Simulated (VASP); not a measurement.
# Lattice of InSe across functionals

How close do the usual functionals come to the cell of InSe? The levels: PBEsol, LDA, PBE and r2SCAN. The start is a cell from a database of measured crystal structures.

Main program and level: VASP 6.6.1; PBEsol; plane waves and PAW (In_d, Se), in the first sound run; inputs show where later runs differ.

### 1. The starting structure

Before any relaxation, the start is as follows. The structure is trigonal, space group R3m (No. 160). Conventional cell: a = 4.000 Å, b = 4.000 Å, c = 24.950 Å, α = 90.00°, β = 90.00°, γ = 120.00°. In has 3 Se at 2.64 Å and 1 In at 2.80 Å nearest. Se has 3 In at 2.64 Å nearest. Nearest to Se lie 3 In at 2.64 Å. Farther neighbours and most contacts between anions are not listed.

### 2. Relaxation with PBEsol

The start need not lie at this functional's minimum. ISIF = 3 frees volume, shape and positions, and EDIFFG sets the threshold on forces and stress at which the search stops. PBEsol restores the gradient expansion of exchange and is tuned for the cells of solids.

INCAR

```
SYSTEM = InSe
PREC = Accurate
ENCUT = 520
EDIFF = 1E-06
NELM = 100
ISMEAR = -1
SIGMA = 0.05
LREAL = .FALSE.
ALGO = Normal
GGA = PS
NBANDS = 25
LORBIT = 11
LWAVE = .FALSE.
LCHARG = .FALSE.
KPAR = 2
IBRION = 2
NSW = 60
ISIF = 3
EDIFFG = -0.01
```

POSCAR

```
InSe
1.0
    2.0000000000      1.1547005384      8.3166666667
   -2.0000000000      1.1547005384      8.3166666667
    0.0000000000     -2.3094010768      8.3166666667
In Se
2 2
Direct
    0.0000000000      0.0000000000      0.0000000000
    0.1122000000      0.1122000000      0.1122000000
    0.6155000000      0.6155000000      0.6155000000
    0.8300000000      0.8300000000      0.8300000000
```

KPOINTS

```
Automatic mesh
0
Gamma
7 7 7
0 0 0
```

PAW data sets: In_d and Se (PBE family, release 64).

On the command line:

```sh
$ mpirun -np 2 vasp_std
```

Output:

```text
[banner, memory and clock lines left out]
running    2 mpi-ranks, on    1 nodes
 distrk:  each k-point on    1 cores,    2 groups
 distr:  one band on    1 cores,    1 groups

 POSCAR found type information on POSCAR InSe
 POSCAR found :  2 types and       4 ions
|                                                                             |
|               ----> ADVICE to this user running VASP <----                  |
|                                                                             |
|     You enforced a specific xc type in the INCAR file but a different       |
|     [... a line on the potential file left out ...]
|     I HOPE YOU KNOW WHAT YOU ARE DOING!                                     |
|                                                                             |

 LDA part: xc-table for (Slater+PW92), standard interpolation
 POSCAR, INCAR and KPOINTS ok, starting setup
 FFT: planning ... GRIDC
 FFT: planning ... GRID_SOFT
 FFT: planning ... GRID
 WAVECAR not read
 entering main loop
       N       E                     dE             d eps       ncg     rms          rms(c)
DAV:   1     0.332093239928E+03    0.33209E+03   -0.17446E+04  2201   0.167E+03
DAV:   2     0.226960844606E+02   -0.30940E+03   -0.30266E+03  2235   0.403E+02
DAV:   3    -0.144562639676E+02   -0.37152E+02   -0.36377E+02  2868   0.150E+02
DAV:   4    -0.159866622196E+02   -0.15304E+01   -0.15274E+01  2503   0.321E+01
DAV:   5    -0.160536057239E+02   -0.66944E-01   -0.66930E-01  3557   0.641E+00    0.654E+00
DAV:   6    -0.156233169679E+02    0.43029E+00   -0.93262E-01  2988   0.168E+01    0.394E+00
DAV:   7    -0.155924676793E+02    0.30849E-01   -0.34282E-01  3094   0.470E+00    0.111E+00
DAV:   8    -0.155888887467E+02    0.35789E-02   -0.30320E-02  3327   0.201E+00    0.570E-01
DAV:   9    -0.155889194246E+02   -0.30678E-04   -0.47498E-03  2623   0.496E-01    0.142E-01
DAV:  10    -0.155889336685E+02   -0.14244E-04   -0.31009E-04  3118   0.141E-01    0.698E-02
DAV:  11    -0.155889899116E+02   -0.56243E-04   -0.11799E-04  2670   0.106E-01    0.205E-02
DAV:  12    -0.155889855664E+02    0.43452E-05   -0.14831E-05  3478   0.491E-02    0.126E-02
DAV:  13    -0.155889873844E+02   -0.18180E-05   -0.34241E-06  1977   0.118E-02    0.646E-03
DAV:  14    -0.155889877638E+02   -0.37937E-06   -0.12900E-06  1783   0.163E-02
   1 F= -.15588988E+02 E0= -.15588975E+02  d E =-.155890E+02
 curvature:   0.00 expect dE= 0.000E+00 dE for cont linesearch  0.000E+00
 trial: gam= 0.00000 g(F)=  0.291E-02 g(S)=  0.334E-02 ort = 0.000E+00 (trialstep = 0.100E+01)
 search vector abs. value=  0.625E-02
 bond charge predicted
       N       E                     dE             d eps       ncg     rms          rms(c)
DAV:   1    -0.156148220555E+02   -0.25835E-01   -0.15499E+00  3410   0.145E+01    0.112E+00
DAV:   2    -0.155951943959E+02    0.19628E-01   -0.73070E-02  3004   0.406E+00    0.391E-01
DAV:   3    -0.155912192030E+02    0.39752E-02   -0.11395E-02  2796   0.167E+00    0.147E-01
DAV:   4    -0.155909505489E+02    0.26865E-03   -0.14076E-03  3233   0.339E-01    0.111E-01
DAV:   5    -0.155909274201E+02    0.23129E-04   -0.74759E-05  3141   0.724E-02    0.718E-02
DAV:   6    -0.155909068027E+02    0.20617E-04   -0.34469E-05  2921   0.989E-02    0.786E-03
DAV:   7    -0.155909072016E+02   -0.39888E-06   -0.76038E-06  2372   0.246E-02
   2 F= -.15590907E+02 E0= -.15590893E+02  d E =-.191944E-02
[... from here on, the cycles between the ionic steps are left out ...]
   3 F= -.15591240E+02 E0= -.15591226E+02  d E =-.225175E-02
   4 F= -.15591236E+02 E0= -.15591222E+02  d E =-.224852E-02
   5 F= -.15591240E+02 E0= -.15591226E+02  d E =-.225200E-02
   6 F= -.15591556E+02 E0= -.15591542E+02  d E =-.316175E-03
   7 F= -.15591604E+02 E0= -.15591590E+02  d E =-.364072E-03
   8 F= -.15591815E+02 E0= -.15591801E+02  d E =-.211302E-03
   9 F= -.15592150E+02 E0= -.15592135E+02  d E =-.546646E-03
  10 F= -.15592384E+02 E0= -.15592368E+02  d E =-.233137E-03
  11 F= -.15592492E+02 E0= -.15592478E+02  d E =-.341447E-03
  12 F= -.15592605E+02 E0= -.15592592E+02  d E =-.113457E-03
  13 F= -.15592862E+02 E0= -.15592850E+02  d E =-.370508E-03
  14 F= -.15593010E+02 E0= -.15593001E+02  d E =-.518508E-03
  15 F= -.15593129E+02 E0= -.15593119E+02  d E =-.118161E-03
  16 F= -.15593144E+02 E0= -.15593134E+02  d E =-.133069E-03
 curvature:  -1.10 expect dE=-0.594E-04 dE for cont linesearch -0.604E-07
 trial: gam= 0.07947 g(F)=  0.370E-04 g(S)=  0.171E-04 ort = 0.485E-05 (trialstep = 0.857E+00)
 search vector abs. value=  0.576E-04
 bond charge predicted
       N       E                     dE             d eps       ncg     rms          rms(c)
DAV:   1    -0.155932289306E+02   -0.84527E-04   -0.40915E-03  3278   0.533E-01    0.499E-02
DAV:   2    -0.155931846009E+02    0.44330E-04   -0.15457E-04  3272   0.161E-01    0.220E-02
DAV:   3    -0.155931705057E+02    0.14095E-04   -0.29018E-05  3052   0.611E-02    0.929E-03
DAV:   4    -0.155931695767E+02    0.92902E-06   -0.48199E-06  2379   0.187E-02
  17 F= -.15593170E+02 E0= -.15593160E+02  d E =-.260750E-04
 trial-energy change:   -0.000026  1 .order   -0.000031   -0.000047   -0.000015
 step:   1.2462(harm=  1.2462)  dis= 0.00097  next Energy=   -15.593177 (dE=-0.340E-04)
 reached required accuracy - stopping structural energy minimisation
```

Wall time 13 min (2 MPI ranks of Intel Xeon 6975P-C (Granite Rapids), shared host); peak memory 1.4 GiB.

The logs omit lines about the potential files and the build; timing stands in the text.

From OUTCAR (step 2):

```text
ion  position               nearest neighbor table
   1  0.000  0.000  0.000-   3 2.64   3 2.64   3 2.64   2 2.80
   2  0.112  0.112  0.112-   4 2.64   4 2.64   4 2.64   1 2.80
   3  0.615  0.615  0.615-   1 2.64   1 2.64   1 2.64
   4  0.830  0.830  0.830-   2 2.64   2 2.64   2 2.64

  LATTYP: Found a trigonal (rhomboedric) cell.
 ALAT       =     8.6313543421
 COS(alpha) =     0.8926178500

 Subroutine GETGRP returns: Found  6 space group operations
 (whereof  6 operations were pure point group operations)

The static configuration has the point symmetry C_3v.

 Found     44 irreducible k-points:

   k-points           NKPTS =     44   k-points in BZ     NKDIM =     44   number of bands    NBANDS=     25

   dimension x,y,z NGX =    64 NGY =   64 NGZ =   64
   dimension x,y,z NGXF=   128 NGYF=  128 NGZF=  128

   ENCUT  =  520.0 eV  38.22 Ry    6.18 a.u.  16.05 16.05 16.05*2*pi/ulx,y,z

   NELECT =      38.0000    total number of electrons

 k-points in reciprocal lattice and weights: Automatic mesh
   0.00000000  0.00000000  0.00000000       0.003
   0.14285714  0.00000000  0.00000000       0.017
   0.28571429  0.00000000  0.00000000       0.017
   0.42857143 -0.00000000  0.00000000       0.017
   0.14285714  0.14285714  0.00000000       0.017
   0.28571429  0.14285714  0.00000000       0.035
   0.42857143  0.14285714 -0.00000000       0.035
  -0.42857143  0.14285714  0.00000000       0.035
  -0.28571429  0.14285714 -0.00000000       0.035
[...]
0.42857143  0.42857143  0.42857143       0.006
  -0.42857143  0.42857143  0.42857143       0.017

 average (electrostatic) potential at core
       1 -97.0343       2 -97.0339       3 -54.0556       4 -54.0559

 E-fermi :   4.1624

 k-point     1 :       0.0000    0.0000    0.0000
  band No.  band energies     occupation
    ...
     15       2.3953      2.00000
     16       2.6657      2.00000
     17       2.6657      2.00000
     18       2.7571      2.00000
     19       2.7571      2.00000
     20       5.5914      0.00000
     21       5.9518      0.00000
     22       8.2489      0.00000
     23       8.2489      0.00000
     24       9.1609      0.00000
    ...

 k-point     2 :       0.1429    0.0000    0.0000
  band No.  band energies     occupation
    ...
     15       1.4670      2.00000
     16       2.2163      2.00000
     17       2.4167      2.00000
     18       2.5453      2.00000
     19       2.8514      2.00000
     20       5.9947      0.00000
     21       6.6740      0.00000
     22       7.5024      0.00000
     23       8.4329      0.00000
     24       8.6218      0.00000
    ...

 k-point     3 :       0.2857    0.0000    0.0000
  band No.  band energies     occupation
    ...
     15       0.2464      2.00000
     16       1.8999      2.00000
     17       1.9690      2.00000
     18       2.0992      2.00000
     19       2.8750      2.00000
     20       5.6334      0.00000
     21       6.0273      0.00000
     22       7.8086      0.00000
     23       8.1616      0.00000
     24       8.6355      0.00000
    ...

  Total        0.0256783      0.0256783      0.0004632     -0.0000000     -0.0000000     -0.0000000
  in kB        0.3514173      0.3514173      0.0063390     -0.0000000     -0.0000000     -0.0000000
  external PRESSURE =       0.2363912 kB  Pullay stress =       0.0000000 kB

  energy-cutoff  :      520.00
  volume of cell :      117.07
      direct lattice vectors                 reciprocal lattice vectors
     2.004991781  1.157582545  8.406926193     0.249377581  0.143978213  0.039649847
    -2.004991781  1.157582545  8.406926193    -0.249377581  0.143978213  0.039649847
     0.000000000 -2.315165089  8.406926193     0.000000000 -0.287956427  0.039649847

 POSITION                                       TOTAL-FORCE (eV/Angst)
 -----------------------------------------------------------------------------------
      0.00000      0.00000      0.02671        -0.000000     -0.000000     -0.005339
      0.00000      0.00000      2.80283         0.000000     -0.000000      0.005922
      0.00000      0.00000     15.56094         0.000000      0.000000      0.004159
      0.00000      0.00000     20.89593        -0.000000     -0.000000     -0.004742
 -----------------------------------------------------------------------------------
    total drift:                               -0.000000     -0.000000      0.000310

  FREE ENERGIE OF THE ION-ELECTRON SYSTEM (eV)
  ---------------------------------------------------
  free  energy   TOTEN  =       -15.5931695767 eV

  energy  without entropy=      -15.5931496747  energy(sigma->0) =      -15.59315963

 reached required accuracy - stopping structural energy minimisation

 total charge
# of ion       s       p       d       tot
------------------------------------------
    1        0.859   0.674   9.885  11.418
    2        0.859   0.675   9.885  11.419
    3        1.475   2.321   0.023   3.820
    4        1.475   2.322   0.023   3.820
--------------------------------------------------
tot          4.668   5.992  19.816  30.476

[... 3 further parts left out ...]
```

CONTCAR:

```
InSe
   1.00000000000000
     2.0049917812770746    1.1575825446642076    8.4069261928753907
    -2.0049917812770746    1.1575825446642076    8.4069261928753907
     0.0000000000000000   -2.3151650893284152    8.4069261928753907
  In              Se
     2     2
Direct
     0.0010591798126156    0.0010591798126156    0.0010591798126156
     0.1111317001217051    0.1111317001217051    0.1111317001217051
     0.6169888217585149    0.6169888217585149    0.6169888217585149
     0.8285202983071612    0.8285202983071612    0.8285202983071612
```

The gap is read on the k-mesh alone, so it is an upper bound where the band edges lie off the mesh. The bonds form layers, held to each other by dispersion, which PBEsol lacks, so the spacing between them is unreliable. The PAW data sets were made with PBE, which is usual practice but a small mismatch for other functionals. The run keeps the 6 symmetry operations of its start, so it cannot find a distortion of lower symmetry.

Step by step:

| step | energy less that of the first step (eV) | largest force (eV/Å) | pressure (GPa) | volume (Å³) |
| --- | --- | --- | --- | --- |
| 1 | 0.0000 | 0.1715 | 0.32 | 115.24 |
| 2 | -0.0019 | 0.0884 | -0.22 | 116.19 |
| 3 | -0.0023 | 0.0568 | -0.10 | 115.93 |
| 4 | -0.0022 | 0.0531 | -0.06 | 115.90 |
| 5 | -0.0023 | 0.0546 | -0.06 | 115.91 |
| 6 | -0.0026 | 0.0375 | 0.02 | 115.78 |
| 7 | -0.0026 | 0.0272 | 0.08 | 115.71 |
| 8 | -0.0028 | 0.0246 | 0.05 | 115.89 |
| 9 | -0.0032 | 0.0152 | -0.04 | 116.44 |
| 10 | -0.0034 | 0.0288 | 0.00 | 116.46 |
| 11 | -0.0035 | 0.0601 | 0.06 | 116.48 |
| 12 | -0.0036 | 0.0574 | 0.06 | 116.54 |
| 13 | -0.0039 | 0.0466 | 0.02 | 116.73 |
| 14 | -0.0040 | 0.0268 | -0.02 | 117.09 |
| 15 | -0.0041 | 0.0143 | -0.02 | 117.10 |
| 16 | -0.0042 | 0.0146 | -0.01 | 117.10 |
| 17 | -0.0042 | 0.0059 | 0.02 | 117.07 |

| conventional cell, symmetrised | before | after | change |
| --- | --- | --- | --- |
| a (Å) | 4.000 | 4.010 | +0.2 % |
| b (Å) | 4.000 | 4.010 | +0.2 % |
| c (Å) | 24.950 | 25.221 | +1.1 % |
| volume (Å³/atom) | 28.81 | 29.27 | +1.6 % |

The atoms that moved most (Å, as changes of fractional coordinates times the final cell):

| atom | dx | dy | dz | length |
| --- | --- | --- | --- | --- |
| Se3 | 0.000 | 0.000 | 0.038 | 0.038 |
| Se4 | 0.000 | 0.000 | -0.037 | 0.037 |
| In2 | 0.000 | 0.000 | -0.027 | 0.027 |
| In1 | 0.000 | 0.000 | 0.027 | 0.027 |

The relaxed structure:

```xyz
4
Lattice="2.0050 1.1576 8.4069 -2.0050 1.1576 8.4069 0.0000 -2.3152 8.4069" Properties=species:S:1:pos:R:3 pbc="T T T"
In    0.0000    0.0000    0.0267
In    0.0000    0.0000    2.8028
Se    0.0000    0.0000   15.5609
Se    0.0000    0.0000   20.8959
```

This step gave:

| Item | Value |
| --- | --- |
| electrons | 38 |
| bands | 25 |
| irreducible k-points | 44 |
| symmetry operations | 6 |
| free energy (TOTEN) | -15.59 eV |
| Fermi energy | 4.162 eV |
| pressure | 0.02364 GPa |
| metallic | no |
| valence top at k | -0.4286, 0.4286, 0.4286 |
| conduction bottom at k | 0.4286, 0.4286, 0.4286 |
| least direct gap at k | 0.4286, 0.4286, 0.4286 |
| SCF cycles over all ionic steps | 100 |
| gap on the k-mesh | 0.6883 eV |
| least direct gap on the k-mesh | 0.7026 eV |

It ends with a largest force of 0.006 eV/Å and a pressure of 0.02 GPa. The volume lies +1.6 % from that of the database's start. The conventional cell has a = 4.010 and c = 25.221 Å.

(Part 1 of 3 ends here.)

[Lines on the potential files, build, host, timing and source positions are cut from VASP's logs without a mark.]

[Logs are printed without paths, hosts, clocks, repeated set-up lines and the standing remarks that a program may print on its own settings, such as how far it seeks lower states.]

[Hosts, paths, dates, database ids (printed as entryN), source tags and the programs' standing remarks are cut or masked in the printed files.]

[A measured line is paired with the nearest computed mode of its activity, which favours agreement.]
